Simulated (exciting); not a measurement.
**Nb: single point with BP86**

Crystal: Nb.

```
Nb
1.0
    -1.66395    1.66395    1.66395
     1.66395   -1.66395    1.66395
     1.66395    1.66395   -1.66395
Nb
1
Direct
  0.00000 0.00000 0.00000
```

| Property | Result |
| --- | --- |
| Program | exciting (release sodium) |
| Task | single point |
| Functional | BP86 |
| Potentials or basis | all-electron LAPW+lo, shipped species files, valence relativity iora* |
| rgkmax | 8 |
| k mesh | 11 × 11 × 11 |
| Occupations | gaussian, width 0.0272 eV |
| Spin | no spin polarisation |
| outputlevel | normal |
| gmaxvr (cutoff of density and potential) | 14 1/bohr |
| lmaxapw (and lmaxmat) | 12 |
| lmaxvr | 12 |
| nempty | 12 |
| Valence relativity | iora* |
| epsengy | 1e-06 Ha |
| epspot | 1e-06 Ha |
| maxscl | 80 |
| Muffin-tin radii | Nb 2.29 bohr |

```json
{
  "Band gap on the k mesh": "none (metal or under the smearing width)",
  "All electrons inside the program's atomic spheres": "Nb 38.38 (radii Nb 2.29 bohr)"
}
```

Levels at points of the mesh, in eV from the Fermi level:
```
           k point  band 2  band 3  band 4  band 5  band 6  band 7  band 8  band 9  band 10  band 11
(0.00, 0.00, 0.00)  -29.68  -29.68  -29.68   -5.75    0.40    0.40    0.40    3.24     3.24    14.26
```

It took 50 s on 1 thread of Arm Neoverse N1, with other jobs on the host, peak memory 0.27 GiB.

Caveat: rgkmax is low for these elements, so energy differences scatter by about 1 meV per atom; the log's total energy holds no entropy term; the free energy is that total less TS from the occupations.
